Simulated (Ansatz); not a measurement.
**ZnS: stiffness from a series of strains**

```
CELL_PARAMETERS angstrom
3.81100 0.00000 0.00000
-1.90550 3.30042 0.00000
0.00000 0.00000 6.23400
ATOMIC_POSITIONS crystal
Zn 0.33333 0.66667 0.00000
Zn 0.66667 0.33333 0.50000
S 0.33333 0.66667 0.38500
S 0.66667 0.33333 0.88500
```

Atom numbers follow the list: Zn1, Zn2, S3, S4.

The cell is COD entry 9008878, as deposited and not checked against the literature; nothing was relaxed. It differs from other determinations.

All numbers below come from DFT, PBEsol, all-electron LAPW, scalar-relativistic in Ansatz 0.2.0.

Numerical set-up: a Γ-centred 8×8×5 k mesh, Fermi–Dirac smearing of 0.03 eV, basis error target 1 meV/atom, no spin polarisation.

The strain is applied along the Cartesian axes of the cell as listed (the other components stay zero). Fractional coordinates are held (clamped ions).

σ is the change of stress from the unstrained cell, which is at -1.28 GPa; tension is positive, so slopes are stress–strain coefficients at that pressure.

Only quantities that a quadratic follows smoothly over the whole series are listed; rougher ones are left out.

| εxx = εyy | σzz (GPa) | σxx (GPa) |
| --- | --- | --- |
| -0.0300 | -1.78 | -7.38 |
| -0.0200 | -1.13 | -4.62 |
| -0.0100 | -0.54 | -2.17 |
| 0.0000 | 0.00 | 0.00 |
| 0.0100 | 0.49 | 1.92 |
| 0.0300 | 1.37 | 5.11 |

Fit the series and read off the stiffness at zero strain.

Least-squares fits y = p0 + p1 x + p2 x² to the rows give σzz (GPa): p1 = 52.3, p2 = -230; σxx (GPa): p1 = 208, p2 = -1300. So C13 + C23 = 52 GPa and C11 + C12 = 208 GPa, for these axes.

One run, at εxx = εyy = 0.0200, is withheld. Predict its row.

The fits give 0.96, 3.65; the run gave 0.95, 3.62.
